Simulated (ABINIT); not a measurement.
NaCl:

```
Cl Na
1.0
     3.50219    0.00000    0.00000
     0.00000    3.50219    0.00000
     0.00000    0.00000    3.50219
Cl Na
1 1
Direct
  0.50000 0.50000 0.50000
  0.00000 0.00000 0.00000
```

Measurements of this composition are mostly on another form, of space group No. 225.

Base run:

```yaml
Program: ABINIT 10.8.3 (patched build)
Functional: LDA
Potentials_or_basis: JTH PAW LDA v2.0
Cutoff: 1225 eV
k_mesh: 5 × 5 × 5
Occupations: fermi-dirac, width 0.05 eV
Spin: no spin polarisation
```

Its results: band gap on the k mesh 3.65 eV, indirect (least direct gap 4.10 eV); pressure -3.1 GPa.

Problem. The run is repeated on the same cell with these changes: k mesh from 5 × 5 × 5 to 6 × 6 × 6. What comes out?

Solution. Band gap on the k mesh 3.59 eV, indirect (least direct gap 4.10 eV); pressure -3.1 GPa.

Caveats: an odd mesh through Γ misses points on the zone boundary, where band edges often lie (some runs).
